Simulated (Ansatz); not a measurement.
Space group P4_2/mnm (No. 136). a = 4.364 Å, b = 4.364 Å, c = 4.646 Å, α = 90.00°, β = 90.00°, γ = 90.00°
```json
{"atom": "C", "site": "2a", "symmetry": "m.mm", "x": "0.5000", "y": "0.5000", "z": "0.5000"}
{"atom": "O", "site": "4f", "symmetry": "m.2m", "x": "0.3120", "y": "0.6880", "z": "0.5000"}
```

Equation of state of this CO$_{2}$ structure (not necessarily the ground state), with shape and atoms relaxed at each volume where symmetry leaves them free. All numbers below come from Ansatz 0.2.0, DFT r2SCAN, scalar-relativistic, plane waves, PAW.

Plane waves to 500 eV, a k mesh through Γ of 6×6×6 on the computed 6-atom cell and Gaussian smearing (0.02 eV); no spin polarisation.

```csv
V (Å³/atom),E − E(largest V) (meV/atom),P (GPa),gap on mesh (eV)
13.859,0.37,0.54,7.31
14.301,-0.65,0.24,7.30
14.743,-0.95,0.00,7.29
15.185,-0.67,-0.17,7.28
15.628,0.00,-0.28,7.31
```

Question: Fit a third-order Birch–Murnaghan equation to E(V).

Answer: V0 = 14.73 Å³/atom, B0 = 7 GPa, B0' = 8.6.

The cell holds molecules, and where no dispersion correction was added their binding is poorly described.

This rutile-type form isn't the usual stable structure of the compound.

Cost: 5 runs of about 3.8 core-minutes in all, on AMD EPYC 7R13 Processor (Zen 3) (shared hosts).